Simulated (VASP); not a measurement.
The system is HfC.

```
Hf C
1.0
     0.00000    2.32500    2.32500
     2.32500    0.00000    2.32500
     2.32500    2.32500    0.00000
Hf C
1 1
Direct
  0.50000 0.50000 0.50000
  0.00000 0.00000 0.00000
```

Base run:

| Quantity | Value |
| --- | --- |
| Program | VASP 6.6.1 |
| Functional | MS2 |
| Potentials or basis | VASP PAW PBE potentials, release 64 (Hf_pv, C) |
| Cutoff | 520 eV |
| k mesh | 10 × 10 × 10 |
| Occupations | fermi-dirac, width 0.05 eV |
| Spin | no spin polarisation |

Its results: pressure -5.8 GPa.

Task: The run is repeated on the same cell with these changes: functional from MS2 to revTPSS; further incar settings from ALGO = Normal; EDIFF = 1e-06; NBANDS = 14 to ALGO = Normal; EDIFF = 1e-07; NBANDS = 14. What comes out?

Result: Pressure -4.4 GPa.

Caveats: the PAW data sets were made with another functional, which shifts forces and pressure a little.
